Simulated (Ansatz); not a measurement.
# SnO2 (C2/m) in Ansatz: relaxation of the atoms with PBE

Aim: the relaxation of the atoms of SnO2 with PBE.

All numbers are computed with Ansatz 0.2.0; they aren't measurements. Logs are shortened: lines on timing, memory, paths and dates and some standing lists are left out, and cuts for length are marked.

## 1. The cell of the first run

It takes space group C2/m (No. 12, monoclinic). The conventional cell has a = 15.046 Å, b = 3.232 Å, c = 10.747 Å, α = 90.00°, β = 134.43°, γ = 90.00°. Sn (site symmetry m) has 6 O at 2.06 to 2.14 Å as nearest neighbours. Sn (site symmetry m) has 6 O at 2.07 to 2.15 Å as nearest neighbours. O (site symmetry m) has 3 Sn at 2.11 to 2.15 Å as nearest neighbours. Around O (site symmetry m) lie 3 Sn at 2.11 to 2.14 Å. O (site symmetry m) has 3 Sn at 2.07 to 2.11 Å as nearest neighbours. Around O (site symmetry m) lie 3 Sn at 2.06 to 2.11 Å.

The cell comes from a database or a generator and needn't be the stable form of this composition.

## 2. Relaxation of the atoms, PBE (strained by -2 %)

The input, input.yaml:

```yaml
crystal:
  lattice:
    - [-5.4270431, 5.4270431, 1.616233]
    - [5.4270431, -5.4270431, 1.616233]
    - [5.3195769, 5.3195769, -1.616233]
  atoms:
    - { symbol: Sn, position: [0.3510765, 0.8310675, 0.182144] }
    - { symbol: Sn, position: [0.8310675, 0.6489235, 0.479991] }
    - { symbol: Sn, position: [0.1689325, 0.3510765, 0.520009] }
    - { symbol: Sn, position: [0.6489235, 0.1689325, 0.817856] }
    - { symbol: O, position: [0.2056015, 0.1549285, 0.36053] }
    - { symbol: O, position: [0.8450715, 0.2056015, 0.050673] }
    - { symbol: O, position: [0.7943985, 0.8450715, 0.63947] }
    - { symbol: O, position: [0.1549285, 0.7943985, 0.949327] }
    - { symbol: O, position: [0.1610445, 0.5429605, 0.704005] }
    - { symbol: O, position: [0.5429605, 0.8389555, 0.381916] }
    - { symbol: O, position: [0.4570395, 0.1610445, 0.618084] }
    - { symbol: O, position: [0.8389555, 0.4570395, 0.295995] }
hamiltonian:
  xc: pbe
  pseudopotentials: { kind: paw }
kpoints:
  mp_grid: { grid: [7, 7, 7] }
scf:
  occupations: { method: fermi_dirac, width: 0.05 }
output:
  forces: true
  stress: true
  eigenvalues: true
  write_density: true
  write_potential: true
  elf: true
  volumetric_format: npy
relax:
  f_tol: 0.01
  max_steps: 40
```

Potentials or basis: Ansatz PAW.

Run with:

```console
$ ansatz run input.yaml --threads 4 --pin off --max-ram 11264MiB --backend cpu --events-out ev --progress --plain --runs-dir out
```

What it wrote:

```text
Warning: output.stress: scf.convergence.dr2_threshold = 1e-7 eV (the SCF's general default) is looser than the 1.2e-9 eV advised for a printed stress (1e-10 eV for each atom of the cell: 12). What an SCF threshold leaves in a stress goes as its square root, and in the free energy as the threshold itself, and one threshold admits the most on a small cell: of the crystals measured, under no hybrid functional and no lock of the moments, on runs that ended without the residual-converged pass, on stresses that held no estimate of that error, the worst erred by over 100 MPa in a component at 1e-7 eV an atom and by under 5 at 1e-10. Every solve of this run answers to scf.convergence.dr2_threshold, and the tensor of one is reported: a single SCF on the reported geometry and on this run's grids (its basis.xc_grid and basis.ecutrho_ratio typed), with scf.convergence.dr2_threshold at 1.2e-9 eV or tighter, prints it and tightens no other solve. Else set scf.convergence.dr2_threshold to 1.2e-9 eV or tighter. The threshold is an SCF's pass mark: one that does not reach it within its budget of iterations ends unconverged, or closes short of it on a stop that the run arms, and scf.convergence.dr2_threshold's page says what that costs each kind of run
Warning: RAYON_NUM_THREADS=4 ignored (pool sized by the plan → 4); use --threads N
basis.fft_grid_basis auto: the FFT boxes are laid along the combinations [[1, 1, 0], [0, 1, 0], [0, 0, 1]] of the cell's own vectors, 3.232, 7.843 and 7.695 Å long. The dense box has 24×54×54 points. Along the cell's own vectors, as sized, it would have 54×54×54, 2.25 times as many. Of the 4 symmetry operations that the crystal satisfies within crystal.symmetry.tolerance (time reversal apart; of a slab, those that keep its plane) the dense box along the cell's own vectors carries 4, and the one as laid loses 2 of those. basis.fft_grid_basis: typed keeps the cell's own vectors: state it where this run's energies or levels are differenced outside the engine with another run's, or held beside a run that keeps those vectors. Those combinations have planes normal to reciprocal vector 3, as the cell's own vectors have. Each planar average written beside output.write_density, output.write_potential has a row for each plane of the box: 54. The volumetric files lie along those combinations, not along the cell's own vectors: a cube or XSF file states them, and fields.json those of NumPy files.
Engine: ansatz 0.2.0, aarch64-unknown-linux-gnu
Pseudopotentials: kind: paw
Pseudopotential: Sn, paw, valence charge 14, recommended cutoff 420 eV (normal), Sn.paw.azcp
Pseudopotential: O, paw, valence charge 6, recommended cutoff 420 eV (normal), O.paw.azcp
Functional definition: PBE
  parameter kappa = 0.804
  parameter beta = 0.06672455060314922
  exchange = pbe_x(kappa = kappa, mu = beta*pi^2/3)
  correlation = pbe_c(beta = beta)
Crystal: 12 atoms, lattice volume = 186.640 Å³
Basis set: ecut = 420 eV, 3649 PW (Γ), FFT grids on a1+a2, a2, a3, exchange–correlation on 48×108×108 points (8 copies of the dense FFT grid, shifted against one another)
Bands: 64, of which v1, the nominal top of the filled ones, is band 52 counted from 1 (51 counted from 0)
Symmetry: 4 space group operations
Space group: C2/m (ITA 12), of the structure as read, at distance tolerance 5.7e-5 Å
k-points: 100 of 343
Non-local potential: Sn, projectors of the file, l = 0: 2, l = 1: 2, l = 2: 2, l = 3: 2
Non-local potential: O, projectors of the file, l = 0: 2, l = 1: 2, l = 2: 1
PAW form: soft (Blöchl's): semilocal exchange-correlation on the pseudo side does not see the compensation charge
PAW one-centre angular grid: Sn, 590 points (default); XC on 64 Gauss nodes
PAW one-centre angular grid: O, 110 points (default); XC on 64 Gauss nodes
Initial density: superposition of atomic densities (neutral atoms: chi_scale 0, normalization atom), corrected by the library's trained network
Initial wavefunctions: pseudopotential atomic-orbital guess
Functional: x = pbe(κ = 0.804, μ = 0.2195149727645171), c = pbe(β = 0.06672455060314922)
SCF iter   1: F=—  HF=-28635.129233 eV  |F-HF|=—  |Δ(HF+E_count)|=         —  Δρ=2.28e-3  dr2=1.06e-2  ethr=1.77e-3  ⟨swp⟩=6.1  Hψ=25970  notcnv=0  defer=197
preconditioner: auto → Resta (q_TF=auto, 2.475 Å⁻¹)  ε∞=3.2  [insulator: Δε(μ)=1.755 eV  Ē_g=18.904 eV  σ=0.050 eV  W_gap=1.00  n_scr=50 (ndim 8)  ℏωp=27.7 eV  f_vac=0.215  D(μ)=0.00/eV (n_scr^D=0)  ε∞_Penn≈3.2  vacuum switching on, ρ_ref=2.6e-2 e/Å³]
SCF iter   2: F=—  HF=-28635.133133 eV  |F-HF|=—  |Δ(HF+E_count)|=   3.90e-3  Δρ=1.11e-3  dr2=1.54e-3  ethr=1.02e-5  ⟨swp⟩=2.1  Hψ=12810  notcnv=0  defer=536
SCF iter   3: F=—  HF=-28635.133894 eV  |F-HF|=—  |Δ(HF+E_count)|=   7.61e-4  Δρ=4.69e-4  dr2=4.12e-4  ethr=1.48e-6  ⟨swp⟩=2.0  Hψ=8240  notcnv=0  defer=536
SCF iter   4: F=—  HF=-28635.133982 eV  |F-HF|=—  |Δ(HF+E_count)|=   8.76e-5  Δρ=1.81e-4  dr2=5.77e-5  ethr=3.96e-7  ⟨swp⟩=2.0  Hψ=8100  notcnv=0  defer=536
SCF iter   5: F=—  HF=-28635.133976 eV  |F-HF|=—  |Δ(HF+E_count)|=   5.36e-6  Δρ=6.23e-5  dr2=5.85e-6  ethr=5.54e-8  ⟨swp⟩=2.0  Hψ=8489  notcnv=0  defer=536
SCF iter   6: F=-28635.133979 eV  HF=-28635.133979 eV  |F-HF|=1.96e-7  |Δ(HF+E_count)|=   2.68e-6  Δρ=1.67e-5  dr2=4.46e-7  ethr=2.40e-9  ⟨swp⟩=21.8  Hψ=64807  notcnv=0
SCF 1 converged in 6 iterations: F = -28635.133979 eV  dr2 = 4.46e-7
  Residual-converged pass: ⟨swp⟩=1.0  Hψ=6807  notcnv=0  max |occ|·‖R‖ = 7.0e-9 eV (tolerance 1.0e-8 eV)  dr2=4.46e-7  dr2_onsite=2.87e-8  max |Δocc| = 5.4e-17
[... 54 lines left out ...]
  E_nonlocal   = 266.689481
  E_hartree    = 5119.908835
  E_xc         = -2107.498787
  E_vxc        = -1124.292047  (∫ρ·V_xc dr)
  E_paw        = -17853.447814  (= ΣΔE_a)
  E_vpaw       = -1773.958969  (= ΣTr[D̂ρ^β])
  E_aug_tail   = 0.019409  (compensation charges beyond the density's cutoff)
  E_ewald      = -5813.636382
  E_smearing   = -0.000000  (= −TS)
  E_closure    = 0.000000  (closes the sum)
  Σ components = -28635.159112   (vs F -28635.159112, Δ=0.00e0)
--- Forces (eV/Å), atoms counted from 1 ---
  atom   1  Sn     0.00026262     0.00092275     0.00000000
  atom   2  Sn    -0.00376387     0.00222480     0.00000000
  atom   3  Sn     0.00376387    -0.00222480     0.00000000
  atom   4  Sn    -0.00026262    -0.00092275     0.00000000
  atom   5  O     -0.00559955     0.00090442     0.00000000
  atom   6  O      0.00212747     0.00718108     0.00000000
  atom   7  O      0.00559955    -0.00090442     0.00000000
  atom   8  O     -0.00212747    -0.00718108     0.00000000
  atom   9  O     -0.00299415    -0.00290352     0.00000000
  atom  10  O      0.00309910     0.00229664     0.00000000
  atom  11  O     -0.00309910    -0.00229664     0.00000000
  atom  12  O      0.00299415     0.00290352     0.00000000
  max |Σ_I F_I| component: 1.73e-18 eV/Å
--- Stress (GPa, compression-positive) ---
        0.852129       0.504016       0.000000
        0.504016       1.092158       0.000000
        0.000000       0.000000       0.357285
  P = ⅓ Tr σ = 0.7672 GPa (7.672 kbar)
--- Band table (eV; the first three rows and the last of 100) ---
  k-point 0: bands = ["-15.3570", "-15.3442", "-15.1847", "-14.7918", "-14.6837", "-14.6408", "-14.6383", "-14.6372", "-14.6186", "-14.6171", "-14.5978", "-14.5682", "-14.5371", "-14.5110", "-14.4688", "-14.4676", "-14.4430", "-14.4420", "-14.4035", "-14.3754", "-13.0373", "-12.2477", "-11.8739", "-11.8314", "-11.5426", "-10.6578", "-10.1816", "-10.1419", "-1.1153", "-0.7695", "-0.7504", "1.0308", "1.7138", "2.3196", "2.3375", "2.5316", "2.5777", "2.6128", "2.6536", "3.3257", "3.6013", "3.9232", "3.9863", "4.2259", "4.2706", "4.4196", "4.4455", "4.4962", "4.6077", "4.9151", "4.9290", "4.9609", "6.8977", "9.8510", "9.8616", "10.2320", "11.8331", "11.9372", "12.3459", "12.4158", "14.1583", "15.5665", "15.6938", "15.8172"]
  k-point 1: bands = ["-15.3615", "-15.3570", "-15.1527", "-14.8011", "-14.6847", "-14.6489", "-14.6383", "-14.6355", "-14.6187", "-14.6142", "-14.5976", "-14.5685", "-14.5376", "-14.5158", "-14.4688", "-14.4676", "-14.4429", "-14.4419", "-14.4032", "-14.3757", "-13.0160", "-12.3049", "-11.8391", "-11.8305", "-11.5068", "-10.7380", "-10.1737", "-10.0974", "-1.3116", "-0.7873", "-0.4921", "1.0523", "1.6923", "2.2596", "2.3195", "2.4202", "2.6327", "2.6429", "2.7314", "3.3766", "3.5627", "3.8982", "3.9882", "4.2258", "4.2602", "4.4079", "4.4332", "4.4627", "4.6042", "4.8378", "4.9129", "5.0317", "7.0507", "9.6280", "9.8907", "10.3710", "11.8392", "11.9279", "12.3455", "12.4135", "14.1365", "15.4352", "15.7108", "15.8161"]
  k-point 2: bands = ["-15.3880", "-15.3583", "-15.0834", "-14.8326", "-14.6880", "-14.6594", "-14.6385", "-14.6341", "-14.6187", "-14.6109", "-14.5971", "-14.5692", "-14.5392", "-14.5248", "-14.4688", "-14.4676", "-14.4426", "-14.4415", "-14.4024", "-14.3765", "-12.9568", "-12.4324", "-11.8338", "-11.7411", "-11.4396", "-10.9056", "-10.1561", "-10.0237", "-1.5325", "-0.8303", "-0.1018", "1.0989", "1.6405", "2.1333", "2.1669", "2.3194", "2.7126", "2.8314", "2.8369", "3.4304", "3.4559", "3.8388", "4.0156", "4.2220", "4.2261", "4.2432", "4.4649", "4.4978", "4.5941", "4.7277", "4.9118", "5.0856", "7.4227", "9.2205", "9.9716", "10.5271", "11.8420", "11.9476", "12.2801", "12.4370", "14.1101", "15.2677", "15.6540", "15.7766"]
  k-point 99: bands = ["-15.4440", "-15.3024", "-15.0291", "-14.8820", "-14.6927", "-14.6658", "-14.6392", "-14.6268", "-14.6188", "-14.6125", "-14.5937", "-14.5720", "-14.5458", "-14.5276", "-14.4694", "-14.4668", "-14.4430", "-14.4408", "-14.4004", "-14.3774", "-12.8721", "-12.5410", "-11.9743", "-11.4619", "-11.4285", "-11.0635", "-10.1632", "-9.9681", "-1.7478", "-0.6978", "0.1398", "1.0925", "1.5925", "1.9663", "2.0516", "2.4275", "2.7437", "2.9849", "3.0088", "3.2853", "3.3669", "3.8363", "3.9321", "4.0621", "4.2175", "4.2619", "4.5259", "4.5335", "4.5693", "4.6475", "4.9374", "5.0850", "7.9426", "8.8196", "9.9110", "10.6403", "11.9072", "12.0076", "12.1509", "12.4089", "14.1691", "15.0934", "15.5809", "15.8321"]
--- Relaxed structure (5 steps of the walk, 5 accepted, 0 SCFs on fresh bases) ---
  F+E_penalty+E_count = -28635.15911210 eV   max|allowed force component| = 7.181e-3 eV/Å
  atoms:
    - { symbol: Sn, position: [0.3502748305033409, 0.8342458495573972, 0.18452068006073832] }
    - { symbol: Sn, position: [0.8327759772691666, 0.6509722943624979, 0.4837482716316647] }
    - { symbol: Sn, position: [0.16722402273083325, 0.34902770563750196, 0.5162517283683352] }
    - { symbol: Sn, position: [0.649725169496659, 0.16575415044260255, 0.8154793199392615] }
    - { symbol: O, position: [0.20793892827002705, 0.15536342457464516, 0.36330235284467227] }
    - { symbol: O, position: [0.8436668092624022, 0.20935356952386436, 0.053020378786266587] }
    - { symbol: O, position: [0.7920610717299729, 0.8446365754253548, 0.6366976471553276] }
    - { symbol: O, position: [0.15633319073759783, 0.7906464304761356, 0.9469796212137334] }
    - { symbol: O, position: [0.15933807753735907, 0.5409758191625487, 0.7003138966999078] }
    - { symbol: O, position: [0.5422990044563178, 0.838453599845232, 0.3807526043015501] }
    - { symbol: O, position: [0.4577009955436819, 0.1615464001547678, 0.6192473956984497] }
    - { symbol: O, position: [0.8406619224626408, 0.45902418083745117, 0.29968610330009215] }
```

Run time: 96 s. Hardware: 4 threads of Arm Neoverse V2, shared host; peak memory 1.1 GiB.

What came out:

| Quantity | Value |
| --- | --- |
| Free energy | -28635.1591 eV |
| Energy gained by relaxing | 2.1 meV/atom |
| Ionic steps | 5 |
| Pressure after relaxing | 0.8 GPa |
| Largest force after relaxing | 0.007 eV/Å |
| Band gap on the k mesh | 1.78 eV, indirect (least direct gap 1.94 eV) |

Forces on the atoms (eV/Å):
```
Sn   0.000  0.001  0.000
Sn  -0.004  0.002  0.000
Sn   0.004 -0.002  0.000
Sn   0.000 -0.001  0.000
O   -0.006  0.001  0.000
O    0.002  0.007  0.000
O    0.006 -0.001  0.000
O   -0.002 -0.007  0.000
O   -0.003 -0.003  0.000
O    0.003  0.002  0.000
O   -0.003 -0.002  0.000
O    0.003  0.003  0.000
```

Stress tensor (GPa, compression positive):
```
0.85 0.50 0.00
0.50 1.09 0.00
0.00 0.00 0.36
```

The path:
```
step  energy change (eV)  largest force (eV/Å)
   1              0.0000                0.3134
   2             -0.0110                0.4470
   3             -0.0231                0.0907
   4             -0.0248                0.0407
   5             -0.0251                0.0075
```

Final structure:
```
Sn O
1.0
    -5.42704    5.42704    1.61623
     5.42704   -5.42704    1.61623
     5.31958    5.31958   -1.61623
Sn O
4 8
Direct
  0.35027 0.83425 0.18452
  0.83278 0.65097 0.48375
  0.16722 0.34903 0.51625
  0.64973 0.16575 0.81548
  0.20794 0.15536 0.36330
  0.84367 0.20935 0.05302
  0.79206 0.84464 0.63670
  0.15633 0.79065 0.94698
  0.15934 0.54098 0.70031
  0.54230 0.83845 0.38075
  0.45770 0.16155 0.61925
  0.84066 0.45902 0.29969
```

Caveat: odd divisions of the mesh miss points on the zone boundary, where band edges often lie, so the gap on the mesh can be too wide; the pressure holds a Pulay correction of +0.7 GPa for the finite cutoff; spin-orbit coupling is left out, which moves the levels of the heavy elements; the thresholds are loose for stress. A k mesh can miss the band edges.
